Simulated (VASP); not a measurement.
# Sb (I4/mmm) in VASP: a series of runs

Runs on Sb. Level: r2SCAN. Tasks: single point.

Everything below comes from runs of VASP 6.6.1. Logs are shortened: lines on timing, memory, paths and dates and some standing lists are left out, and cuts for length are marked.

## 1. The structure

It takes space group I4/mmm (No. 139, tetragonal). The conventional cell has a = 3.153 Å, b = 3.153 Å, c = 5.424 Å, α = 90.00°, β = 90.00°, γ = 90.00°. Sb (site symmetry 4/mmm) has 12 Sb at 3.15 to 3.51 Å as nearest neighbours.

This isn't the form of Sb at room conditions, which is rhombohedral.

## 2. Single point, r2SCAN

INCAR reads:

```
SYSTEM = Sb
PREC = Accurate
ENCUT = 400
EDIFF = 1E-6
ISMEAR = 0
SIGMA = 0.02
LREAL = .FALSE.
LASPH = .TRUE.
NELM = 100
ALGO = Normal
ISIF = 2
LWAVE = .FALSE.
LCHARG = .FALSE.
METAGGA = R2SCAN
LMIXTAU = .TRUE.
ADDGRID = .FALSE.
```

KPOINTS reads:

```
regular mesh
0
G
  15 15 15
  0 0 0
```

POSCAR reads:

```
Sb
1.0
   -1.5638750000      1.6131910000      2.7402030000
    1.6104090000     -1.5604430000      2.7365900000
    1.5281950000      1.5247630000     -2.7095380000
Sb
1
Direct
    0.0004760000      0.0218010000      0.0165680000
```

Potentials or basis: VASP PAW PBE potentials, release 64 (Sb).

Command:

```sh
cat potpaw_PBE.64/Sb/POTCAR > POTCAR
mpirun -np 1 vasp_std > vasp.out
```

OUTCAR:

```text
SYSTEM = Sb
   PREC = Accurate
   ENCUT = 400
   EDIFF = 1E-6
   ISMEAR = 0
   LREAL = .FALSE.
   LASPH = .TRUE.
   NELM = 100
   ISIF = 2
   METAGGA = R2SCAN

 Found   1688 irreducible k-points:

 Following reciprocal coordinates:
            Coordinates               Weight
  0.000000  0.000000  0.000000      1.000000
  0.066667 -0.000000  0.000000      2.000000
  0.133333 -0.000000  0.000000      2.000000
  0.200000 -0.000000 -0.000000      2.000000
  0.266667 -0.000000  0.000000      2.000000
  0.333333 -0.000000  0.000000      2.000000
   k-points           NKPTS =   1688   k-points in BZ     NKDIM =   1688   number of bands    NBANDS=      6
   number of dos      NEDOS =    301   number of ions     NIONS =      1
   total plane-waves  NPLWV =  13824
   dimension x,y,z NGX =    24 NGY =   24 NGZ =   24
   dimension x,y,z NGXF=    48 NGYF=   48 NGZF=   48
   ions per type =               1
   NGX,Y,Z   is equivalent  to a cutoff of  11.26, 11.28, 11.52 a.u.
   NGXF,Y,Z  is equivalent  to a cutoff of  22.52, 22.55, 23.03 a.u.
 SYSTEM =  Sb
   PREC   = accura    normal or accurate (medium, high low for compatibility)
   ISTART =      0    job   : 0-new  1-cont  2-samecut
   ICHARG =      2    charge: 1-file 2-atom 10-const
   ISPIN  =      1    spin polarized calculation?
   LNONCOLLINEAR =      F non collinear calculations
   LSORBIT =      F    spin-orbit coupling
   LASPH  =      T    aspherical Exc in radial PAW
   ENCUT  =  400.0 eV  29.40 Ry    5.42 a.u.   5.78  5.77  5.65*2*pi/ulx,y,z
   NELM   =    100;   NELMIN=  2; NELMDL= -5     # of ELM steps
   EDIFF  = 0.1E-05   stopping-criterion for ELM
   LREAL  =      F    real-space projection
   EDIFFG = 0.1E-04   stopping-criterion for IOM
   NSW    =      0    number of steps for IOM
   IBRION =     -1    ionic relax: 0-MD 1-quasi-New 2-CG
   NFREE  =      0    steps in history (QN), initial steepest desc. (CG)
   ISIF   =      2    stress and relaxation
   ISYM   =      2    0-nonsym 1-usesym 2-fastsym
   POTIM  = 0.5000    time-step for ionic-motion
   TEBEG  =    0.0;   TEEND  =   0.0 temperature during run
   PSTRESS=    0.0 pullay stress
   NELECT =       5.0000    total number of electrons
   NUPDOWN=      -1.0000    fix difference up-down
   EMIN   =  10.00;   EMAX   =-10.00  energy-range for DOS
   EFERMI =   0.00;   METHOD = LEGACY
   ISMEAR =     0;   SIGMA  =   0.02  broadening in eV -4-tet -1-fermi 0-gaus
   EFERMI_NEDOS =   21; number of points for ismear=-14 and -15
   IALGO  =     38    algorithm
   IMIX   =      4    mixing-type and parameters
     AMIX     =   0.40;   BMIX     =  1.00
     AMIX_MAG =   1.60;   BMIX_MAG =  1.00
  volume/ion in A,a.u.               =      26.96       181.95
  Fermi-wavevector in a.u.,A,eV,Ry     =   0.933573  1.764197 11.858272  0.871558
  Thomas-Fermi vector in A             =   2.060288
   LORBIT       =      0    0 simple, 1 ext, 2 COOP (PROOUT), +10 PAW based schemes
   METAGGA = R2SCAN    functional components
   LHFCALC =     F    Hartree Fock is set to
   AEXX    =    0.0000 exact exchange contribution
   IVDW    =     0    specifies the selected vdW correction
   LEPSILON=     F    determine dielectric tensor
   LRPA    =     F    only Hartree local field effects (RPA)
 non-spin polarized calculation
 Gauss-broadening in eV      SIGMA  =   0.02
  energy-cutoff  :      400.00
  volume of cell :       26.96
 maximum number of plane-waves:       503
   NGX = 11   NGY = 11   NGZ = 11

 number of electron       5.0000000 magnetization

 Free energy of the ion-electron system (eV)
  ---------------------------------------------------
  ext. energy  EPLUGINS =         0.00000000
  ---------------------------------------------------
  free energy    TOTEN  =       -25.26488912 eV

  energy without entropy =      -25.26472685  energy(sigma->0) =      -25.26480798

 E-fermi :   8.4918     XC(G=0): -10.7776

 val. band max:        8.4903504622   @ k =  -0.3333  -0.4667   0.0667
 cond. band min:       8.4946709749   @ k =   0.0000   0.4667   0.3333
 fundamental gap:      0.0043205128
 Fermi energy:         8.4918165805

 k-point     1 :       0.0000    0.0000    0.0000
  band No.  band energies     occupation
      1      -5.1330      2.00000
      2      13.1630      0.00000
      3      14.2020      0.00000
      4      14.2553      0.00000
      5      18.1088      0.00000
      6      19.3439      0.00000

 k-point     2 :       0.0667   -0.0000    0.0000
  band No.  band energies     occupation
      1      -5.0402      2.00000
      2      12.7391      0.00000
      3      13.5319      0.00000
      4      14.2107      0.00000
      5      18.3614      0.00000
      6      18.6668      0.00000

 k-point     3 :       0.1333   -0.0000    0.0000
  band No.  band energies     occupation
      1      -4.7625      2.00000
      2      11.1389      0.00000
      3      12.7417      0.00000
      4      14.1845      0.00000
      5      17.5294      0.00000
      6      18.6431      0.00000

 k-point     4 :       0.2000   -0.0000   -0.0000
  band No.  band energies     occupation
      1      -4.3031      2.00000
      2       9.1022      0.00000
      3      12.0723      0.00000
      4      14.1721      0.00000
      5      16.7048      0.00000
      6      18.5892      0.00000

 k-point     5 :       0.2667   -0.0000    0.0000
  band No.  band energies     occupation
      1      -3.6702      2.00000
      2       7.0804      2.00000
      3      11.4574      0.00000
      4      14.1908      0.00000
      5      16.0589      0.00000
      6      18.5932      0.00000

 k-point     6 :       0.3333   -0.0000    0.0000
  band No.  band energies     occupation
      1      -2.8850      2.00000
      2       5.2069      2.00000
      3      10.9524      0.00000
      4      14.2418      0.00000
      5      15.5827      0.00000
      6      18.7105      0.00000

 [... further k-points ...]

------------------------ aborting loop because EDIFF is reached ----------------------------------------

  FORCE on cell =-STRESS in cart. coord.  units (eV):
  Direction    XX          YY          ZZ          XY          YZ          ZX
  --------------------------------------------------------------------------------------
  -------------------------------------------------------------------------------------
  Total        0.1625675      0.1557249      0.3240487     -0.1219721      0.0646732      0.0521924
  in kB        9.6603851      9.2537754     19.2562231     -7.2480506      3.8431308      3.1014723
  external PRESSURE =      12.7234612 kB  Pullay stress =       0.0000000 kB

 VOLUME and BASIS-vectors are now :
 -----------------------------------------------------------------------------
  energy-cutoff  :      400.00
  volume of cell :       26.96
      direct lattice vectors                 reciprocal lattice vectors
    -1.563875000  1.613191000  2.740203000     0.002055809  0.316948054  0.179518554
     1.610409000 -1.560443000  2.736590000     0.317083613  0.001847581  0.179876686
     1.528195000  1.524763000 -2.709538000     0.322328449  0.322401118 -0.005843793

 POSITION                                       TOTAL-FORCE (eV/Angst)
 -----------------------------------------------------------------------------------
      0.05968     -0.00799      0.01607        -0.000000      0.000000      0.000000
 -----------------------------------------------------------------------------------
    total drift:                               -0.000000     -0.000000      0.000001

  FREE ENERGIE OF THE ION-ELECTRON SYSTEM (eV)
  ---------------------------------------------------
  free  energy   TOTEN  =       -25.2648891170 eV

  energy  without entropy=      -25.2647268499  energy(sigma->0) =      -25.26480798
```

Wall time 3.7 min (1 thread of Intel Xeon 6975P-C (Granite Rapids), shared host); peak memory 0.32 GiB.

These settings aren't checked as converged: the numbers below hold their error.

What came out:

```
Free energy            : -25.2649 eV
Pressure               : 1.3 GPa
Band gap on the k mesh : none (metal or under the smearing width)
```

Caveat: the PAW data sets were made with another functional, which shifts forces and pressure a little.

## 3. Single point, r2SCAN

Edit INCAR of step 2 so:

```diff
@@ -4,4 +4,4 @@
 EDIFF = 1E-6
-ISMEAR = 0
-SIGMA = 0.02
+ISMEAR = -5
+SIGMA = 0.1
 LREAL = .FALSE.
```

KPOINTS is that of step 2.

POSCAR reads:

```
Sb
1.0
   -1.5765401831      1.5765401831      2.7119384313
    1.5765401831     -1.5765401831      2.7119384313
    1.5765401831      1.5765401831     -2.7119384313
Sb
1
Direct
    0.0000000000      0.0000000000      0.0000000000
```

Potentials or basis: VASP PAW PBE potentials, release 64 (Sb).

Command:

```sh
cat potpaw_PBE.64/Sb/POTCAR > POTCAR
mpirun -np 1 vasp_std > vasp.out
```

Wall time 52 s (1 thread of Intel Xeon 6975P-C (Granite Rapids), shared host); peak memory 0.17 GiB.

The run converged, but some of its settings lie outside the range that counts as converged, so its numbers aren't taken as properties of the crystal.

What came out:

```yaml
Free_energy: -25.2638 eV
Pressure: 1.4 GPa
Band_gap_on_the_k_mesh: none (metal or under the smearing width)
```

Caveat: the PAW data sets were made with another functional, which shifts forces and pressure a little; tetrahedron occupations give inexact forces and stress in metals.

## 4. Single point, r2SCAN

INCAR is that of step 3.

KPOINTS is that of step 3.

POSCAR reads:

```
Sb
1.0
   -1.5638750000      1.6131910000      2.7402030000
    1.6104090000     -1.5604430000      2.7365900000
    1.5281950000      1.5247630000     -2.7095380000
Sb
1
Direct
    0.0004760000      0.0218010000      0.0165680000
```

Potentials or basis: VASP PAW PBE potentials, release 64 (Sb).

Command:

```sh
cat potpaw_PBE.64/Sb/POTCAR > POTCAR
mpirun -np 1 vasp_std > vasp.out
```

OUTCAR:

```text
SYSTEM = Sb
   PREC = Accurate
   ENCUT = 400
   EDIFF = 1E-6
   ISMEAR = -5
   LREAL = .FALSE.
   LASPH = .TRUE.
   NELM = 100
   ISIF = 2
   METAGGA = R2SCAN

 Found   1688 irreducible k-points:

 Following reciprocal coordinates:
            Coordinates               Weight
  0.000000  0.000000  0.000000      1.000000
  0.066667 -0.000000  0.000000      2.000000
  0.133333 -0.000000  0.000000      2.000000
  0.200000 -0.000000 -0.000000      2.000000
  0.266667 -0.000000  0.000000      2.000000
  0.333333 -0.000000  0.000000      2.000000
   k-points           NKPTS =   1688   k-points in BZ     NKDIM =   1688   number of bands    NBANDS=      6
   number of dos      NEDOS =    301   number of ions     NIONS =      1
   total plane-waves  NPLWV =  13824
   dimension x,y,z NGX =    24 NGY =   24 NGZ =   24
   dimension x,y,z NGXF=    48 NGYF=   48 NGZF=   48
   ions per type =               1
   NGX,Y,Z   is equivalent  to a cutoff of  11.26, 11.28, 11.52 a.u.
   NGXF,Y,Z  is equivalent  to a cutoff of  22.52, 22.55, 23.03 a.u.
 SYSTEM =  Sb
   PREC   = accura    normal or accurate (medium, high low for compatibility)
   ISTART =      0    job   : 0-new  1-cont  2-samecut
   ICHARG =      2    charge: 1-file 2-atom 10-const
   ISPIN  =      1    spin polarized calculation?
   LNONCOLLINEAR =      F non collinear calculations
   LSORBIT =      F    spin-orbit coupling
   LASPH  =      T    aspherical Exc in radial PAW
   ENCUT  =  400.0 eV  29.40 Ry    5.42 a.u.   5.78  5.77  5.65*2*pi/ulx,y,z
   NELM   =    100;   NELMIN=  2; NELMDL= -5     # of ELM steps
   EDIFF  = 0.1E-05   stopping-criterion for ELM
   LREAL  =      F    real-space projection
   EDIFFG = 0.1E-04   stopping-criterion for IOM
   NSW    =      0    number of steps for IOM
   IBRION =     -1    ionic relax: 0-MD 1-quasi-New 2-CG
   NFREE  =      0    steps in history (QN), initial steepest desc. (CG)
   ISIF   =      2    stress and relaxation
   ISYM   =      2    0-nonsym 1-usesym 2-fastsym
   POTIM  = 0.5000    time-step for ionic-motion
   TEBEG  =    0.0;   TEEND  =   0.0 temperature during run
   PSTRESS=    0.0 pullay stress
   NELECT =       5.0000    total number of electrons
   NUPDOWN=      -1.0000    fix difference up-down
   EMIN   =  10.00;   EMAX   =-10.00  energy-range for DOS
   EFERMI =   0.00;   METHOD = LEGACY
   ISMEAR =    -5;   SIGMA  =   0.10  broadening in eV -4-tet -1-fermi 0-gaus
   EFERMI_NEDOS =   21; number of points for ismear=-14 and -15
   IALGO  =     38    algorithm
   IMIX   =      4    mixing-type and parameters
     AMIX     =   0.40;   BMIX     =  1.00
     AMIX_MAG =   1.60;   BMIX_MAG =  1.00
  volume/ion in A,a.u.               =      26.96       181.95
  Fermi-wavevector in a.u.,A,eV,Ry     =   0.933573  1.764197 11.858272  0.871558
  Thomas-Fermi vector in A             =   2.060288
   LORBIT       =      0    0 simple, 1 ext, 2 COOP (PROOUT), +10 PAW based schemes
   METAGGA = R2SCAN    functional components
   LHFCALC =     F    Hartree Fock is set to
   AEXX    =    0.0000 exact exchange contribution
   IVDW    =     0    specifies the selected vdW correction
   LEPSILON=     F    determine dielectric tensor
   LRPA    =     F    only Hartree local field effects (RPA)
 non-spin polarized calculation
 Fermi weights with tetrahedron method with Bloechl corrections
  energy-cutoff  :      400.00
  volume of cell :       26.96
 maximum number of plane-waves:       503
   NGX = 11   NGY = 11   NGZ = 11

 number of electron       5.0000000 magnetization

 Free energy of the ion-electron system (eV)
  ---------------------------------------------------
  ext. energy  EPLUGINS =         0.00000000
  ---------------------------------------------------
  free energy    TOTEN  =       -25.26719701 eV

  energy without entropy =      -25.26719701  energy(sigma->0) =      -25.26719701

 E-fermi :   8.4863     XC(G=0): -10.7767

 val. band max:        8.8396610104   @ k =   0.2000  -0.3333   0.0667
 cond. band min:       8.2706365743   @ k =   0.4000  -0.2000   0.4000
 fundamental gap:     -0.5690244361
 Fermi energy:         8.4862983433

 k-point     1 :       0.0000    0.0000    0.0000
  band No.  band energies     occupation
      1      -5.1316      2.00000
      2      13.1644      0.00000
      3      14.2045      0.00000
      4      14.2582      0.00000
      5      18.1128      0.00000
      6      19.3469      0.00000

 k-point     2 :       0.0667   -0.0000    0.0000
  band No.  band energies     occupation
      1      -5.0388      2.00000
      2      12.7404      0.00000
      3      13.5348      0.00000
      4      14.2134      0.00000
      5      18.3633      0.00000
      6      18.6701      0.00000
[... 28 lines left out ...]
 k-point     6 :       0.3333   -0.0000    0.0000
  band No.  band energies     occupation
      1      -2.8834      2.00000
      2       5.2084      2.00000
      3      10.9546      0.00000
      4      14.2442      0.00000
      5      15.5844      0.00000
      6      18.7121      0.00000

 [... further k-points ...]

------------------------ aborting loop because EDIFF is reached ----------------------------------------

  FORCE on cell =-STRESS in cart. coord.  units (eV):
  Direction    XX          YY          ZZ          XY          YZ          ZX
  --------------------------------------------------------------------------------------
  -------------------------------------------------------------------------------------
  Total        0.1914955      0.1919411      0.3840111     -0.0644861      0.0700470      0.0560749
  in kB       11.3793980     11.4058787     22.8194202     -3.8320106      4.1624618      3.3321868
  external PRESSURE =      15.2015657 kB  Pullay stress =       0.0000000 kB

 VOLUME and BASIS-vectors are now :
 -----------------------------------------------------------------------------
  energy-cutoff  :      400.00
  volume of cell :       26.96
      direct lattice vectors                 reciprocal lattice vectors
    -1.563875000  1.613191000  2.740203000     0.002055809  0.316948054  0.179518554
     1.610409000 -1.560443000  2.736590000     0.317083613  0.001847581  0.179876686
     1.528195000  1.524763000 -2.709538000     0.322328449  0.322401118 -0.005843793

 POSITION                                       TOTAL-FORCE (eV/Angst)
 -----------------------------------------------------------------------------------
      0.05968     -0.00799      0.01607         0.000000      0.000000      0.000000
 -----------------------------------------------------------------------------------
    total drift:                               -0.000000     -0.000000      0.000001

  FREE ENERGIE OF THE ION-ELECTRON SYSTEM (eV)
  ---------------------------------------------------
  free  energy   TOTEN  =       -25.2671970130 eV

  energy  without entropy=      -25.2671970130  energy(sigma->0) =      -25.26719701
```

OSZICAR:

```text
N       E                     dE             d eps       ncg     rms          rms(c)
DAV:   1    -0.156802239755E+02   -0.15680E+02   -0.14662E+03 20430   0.447E+02
DAV:   2    -0.257295557276E+02   -0.10049E+02   -0.97961E+01 28326   0.693E+01
DAV:   3    -0.258849387142E+02   -0.15538E+00   -0.15393E+00 24198   0.933E+00
DAV:   4    -0.258855487697E+02   -0.61006E-03   -0.60991E-03 28380   0.749E-01
DAV:   5    -0.258855510442E+02   -0.22745E-05   -0.22855E-05 25272   0.324E-02    0.153E+00
DAV:   6    -0.251531014577E+02    0.73245E+00   -0.12364E-01 21606   0.332E+00    0.100E+00
DAV:   7    -0.253273547164E+02   -0.17425E+00   -0.11032E-01 20286   0.299E+00    0.148E-01
DAV:   8    -0.252668639911E+02    0.60491E-01   -0.60551E-02 21120   0.229E+00    0.778E-02
DAV:   9    -0.252662975886E+02    0.56640E-03   -0.54403E-04 26664   0.226E-01    0.960E-02
DAV:  10    -0.252648243434E+02    0.14732E-02   -0.18099E-03 20508   0.400E-01    0.395E-02
DAV:  11    -0.252667667272E+02   -0.19424E-02   -0.12767E-03 21216   0.373E-01    0.422E-02
DAV:  12    -0.252668945014E+02   -0.12777E-03   -0.18439E-04 21186   0.128E-01    0.305E-02
DAV:  13    -0.252668474257E+02    0.47076E-04   -0.11184E-05 26256   0.351E-02    0.345E-02
DAV:  14    -0.252671511647E+02   -0.30374E-03   -0.34972E-04 20328   0.221E-01    0.861E-03
DAV:  15    -0.252671868180E+02   -0.35653E-04   -0.68124E-06 24966   0.258E-02    0.481E-03
DAV:  16    -0.252671908838E+02   -0.40658E-05   -0.78366E-07 13908   0.870E-03    0.556E-03
DAV:  17    -0.252671967738E+02   -0.58899E-05   -0.10208E-06 11940   0.923E-03    0.151E-03
DAV:  18    -0.252671970130E+02   -0.23920E-06   -0.74577E-07 10968   0.878E-03
   1 F= -.25267197E+02 E0= -.25267197E+02  d E =0.000000E+00
```

Run time: 4.1 min. Hardware: 1 thread of Intel Xeon 6975P-C (Granite Rapids), shared host; peak memory 0.33 GiB.

The run converged, but some of its settings lie outside the range that counts as converged, so its numbers aren't taken as properties of the crystal.

Results:

```yaml
Free_energy: -25.2672 eV
Pressure: 1.5 GPa
Band_gap_on_the_k_mesh: none (metal or under the smearing width)
```

Caveat: the PAW data sets were made with another functional, which shifts forces and pressure a little; tetrahedron occupations give inexact forces and stress in metals.

## 5. Single point, r2SCAN

Edit INCAR of step 4 so:

```diff
@@ -4,3 +4,3 @@
 EDIFF = 1E-6
-ISMEAR = -5
+ISMEAR = 1
 SIGMA = 0.1
```

KPOINTS is that of step 4.

POSCAR reads:

```
Sb
1.0
   -1.5765401831      1.5765401831      2.7119384313
    1.5765401831     -1.5765401831      2.7119384313
    1.5765401831      1.5765401831     -2.7119384313
Sb
1
Direct
    0.0000000000      0.0000000000      0.0000000000
```

Command:

```sh
cat potpaw_PBE.64/Sb/POTCAR > POTCAR
mpirun -np 1 vasp_std > vasp.out
```

Run time: 44 s. Hardware: 1 thread of Intel Xeon 6975P-C (Granite Rapids), shared host; peak memory 0.16 GiB.

These settings aren't checked as converged: the numbers below hold their error.

What came out:

* Free energy: -25.2609 eV
* Pressure: 1.2 GPa
* Band gap on the k mesh: none (metal or under the smearing width)

Caveat: the PAW data sets were made with another functional, which shifts forces and pressure a little.

## 6. For comparison

An earlier run on the cell as given: functional PBEsol; potentials or basis VASP PAW PBE potentials, release 64 (Sb); cutoff 520 eV; k mesh 12 × 12 × 12; occupations fermi-dirac, width 0.05 eV; no spin polarisation.

* Pressure: -1.3 GPa
* Band gap on the k mesh: none (metal or under the smearing width)
